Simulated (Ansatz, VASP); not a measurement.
LiH in VASP and in Ansatz

```
CELL_PARAMETERS angstrom
2.88040 0.00000 0.00000
1.44020 2.49450 0.00000
1.44020 0.83150 2.35184
ATOMIC_POSITIONS crystal
Li 0.00000 0.00000 0.00000
H 0.50000 0.50000 0.50000
```

Alike in both runs: task single point; functional PBE; k mesh 6 × 6 × 6; no spin polarisation.

|  | VASP | Ansatz |
| --- | --- | --- |
| version | VASP 6.6.1 | Ansatz 0.2.0 |
| potentials or method | VASP PAW PBE potentials, release 64 (Li_sv, H) | plane waves, PAW |
| plane-wave cutoff (eV) | 520 | 420 |
| occupations | gaussian, width 0.01 eV | fixed |
| valence electrons in the cell | 4 | 4 |

```csv
,VASP,Ansatz,Ansatz less VASP
gap on the k mesh at the Fermi level (eV),3.01,3.02,+0.007
```

Caveats: the k mesh is coarse (spacing up to 0.45 Å⁻¹), so the values aren't converged. PBE gaps usually lie below the measured ones, often by a third to a half. A k mesh can miss the band edges.
